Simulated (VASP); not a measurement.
Set up this calculation in VASP 6.6.1, as the native input.

```
Task                   : single point
Functional             : PBEsol
Potentials or basis    : VASP PAW PBE potentials, release 64 (C)
Cutoff                 : 520 eV
k mesh                 : 15 × 15 × 5
Occupations            : fermi-dirac, width 0.05 eV
Spin                   : no spin polarisation
Dipole correction      : no
Further INCAR settings : ALGO = Normal; EDIFF = 1e-06; NBANDS = 16
```

The structure of C lies in POSCAR:

```
C
1.0
    2.4589374437      0.0000000000      0.0000000000
   -1.2294687219      2.1295022926      0.0000000000
    0.0000000000      0.0000000000      7.2147975549
C
4
Direct
    0.0000000000      0.0000000000      0.2500000000
    0.0000000000      0.0000000000      0.7500000000
    0.3333333333      0.6666666667      0.2500000000
    0.6666666667      0.3333333333      0.7500000000
```

One way to write it, as run:

INCAR

```
PREC = Accurate
ENCUT = 520
EDIFF = 1E-6
ISMEAR = -1
SIGMA = 0.05
LREAL = F
LASPH = T
NELM = 100
ALGO = Normal
ISIF = 2
LWAVE = F
LCHARG = F
GGA = PS
NBANDS = 16
```

KPOINTS

```
regular mesh
0
Gamma
  15 15 5
```

Potentials or basis: VASP PAW PBE potentials, release 64 (C).

Command:

```console
$ cat potpaw_PBE.64/C/POTCAR > POTCAR
$ mpirun -np 1 vasp_std > vasp.out
```

It gave:

```
Pressure               : 0.6 GPa
Band gap on the k mesh : none (metal or under the smearing width)
```

Caveat: the PAW data sets were made with another functional, which shifts forces and pressure a little; this functional lacks dispersion, which binds the layers, so the pressure and a relaxed spacing across them are unreliable.

It took 37 s on 1 thread of Intel(R) Xeon(R) Platinum 8259CL CPU @ 2.50GHz (Skylake/Cascade Lake), with other jobs on the host, peak memory 0.16 GiB.
